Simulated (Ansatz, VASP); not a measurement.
NaH: VASP beside Ansatz

```xyz
2
Lattice="0.0000 2.3864 2.3864 2.3864 0.0000 2.3864 2.3864 2.3864 0.0000" Properties=species:S:1:pos:R:3 pbc="T T T"
Na    0.0000    0.0000   -0.2148
H     2.3864    2.3864    2.6012
```

Change from the starting cell: shortest bond scaled by 0.82, LAPW.

Alike in both runs: task single point; functional LDA; k mesh 8 × 8 × 8; occupations fermi-dirac, width 0.03 eV; no spin polarisation.

|  | VASP | Ansatz |
| --- | --- | --- |
| version | VASP 6.6.1 | Ansatz 0.2.0 |
| potentials or method | VASP PAW LDA potentials, release 64 (Na_pv, H), cutoff 520 eV | all-electron LAPW, scalar-relativistic |

```csv
,VASP,Ansatz,Ansatz less VASP
gap on the k mesh at the Fermi level (eV),3.41,3.41,+0.003
pressure (GPa),0.6,0.6,+0.04
largest component of the traceless stress (GPa),4.79,4.75,-0.034
rms of the force components (eV/Å),0.411,0.407,-0.0034
```

Atom by atom the forces differ by 0.003 eV/Å (rms over components). Ansatz ran all-electron here, so the differences hold the error of VASP's frozen core and of both bases.

A k mesh can miss the band edges.
